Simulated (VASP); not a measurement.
Set up this calculation in VASP 6.6.1, as the native input.

* Task: relaxation of cell and atoms
* Functional: PBE
* Dispersion: D3(BJ)
* Potentials or basis: VASP PAW PBE potentials, release 64 (Cd)
* Cutoff: 600 eV
* k mesh: 14 × 14 × 14
* Occupations: gaussian, width 0.1 eV
* Spin: no spin polarisation
* Dipole correction: no
* Further INCAR settings: ALGO = Normal; EDIFF = 1e-07; IBRION = 2; EDIFFG = -0.01; NSW = 80; ISIF = 3

The structure of Cd lies in POSCAR:

```
Cd
1.0
    0.0000000000      2.4574913326      2.4574913326
    2.4574913326      0.0000000000      2.4574913326
    2.4574913326      2.4574913326      0.0000000000
Cd
1
Direct
    0.0000000000      0.0000000000      0.0000000000
```

This isn't the form of Cd at room conditions, which is hcp.

The cell isn't the ideal one: Hg -> Cd on all its sites, in the parent's cell.

These files were run (other wordings do the same):

INCAR

```
PREC     = Accurate       # precision mode
ENCUT    = 600            # plane-wave cutoff, eV
EDIFF    = 1E-7           # SCF threshold, eV
ISMEAR   = 0              # smearing method
SIGMA    = 0.1            # smearing width, eV
LREAL    = F              # projectors in reciprocal space
LASPH    = T              # aspherical terms in the spheres
NELM     = 100            # most SCF steps
ALGO     = Normal         # electronic algorithm
ISIF     = 3              # what is computed and relaxed
LWAVE    = F              # write WAVECAR
LCHARG   = F              # write CHGCAR
GGA      = PE             # functional
IVDW     = 12             # dispersion correction
IBRION   = 2              # ionic algorithm
NSW      = 80             # ionic steps
EDIFFG   = -0.01          # ionic threshold
```

KPOINTS

```
regular mesh
0
Gamma
  14 14 14
```

Potentials or basis: VASP PAW PBE potentials, release 64 (Cd).

Command:

```console
$ cat potpaw_PBE.64/Cd/POTCAR > POTCAR
$ mpirun -np 1 vasp_std > vasp.out
```

It gave:

The relaxed volume is 21.49 Å³/atom and the relaxed cell is a = 3.121 Å, b = 3.121 Å, c = 3.121 Å, α = 60.00°, β = 60.00°, γ = 60.00°. The space group after relaxing (to 0.05 Å) is Fm-3m (No. 225). The energy gained by relaxing is 254.4 meV/atom. The ionic steps are 5 and the pressure after relaxing is 0.0 GPa. The band gap on the k mesh is none (metal or under the smearing width) and the dispersion energy per atom is -0.445 eV.

Caveat: the volume moved by over 15 % at a fixed basis, so the end points are rough; pairwise dispersion overbinds metals, which lowers pressure and volume.

Wall time 44 s on 1 thread of Intel(R) Xeon(R) 6975P-C (Granite Rapids), with other jobs on the host, peak memory 0.2 GiB.
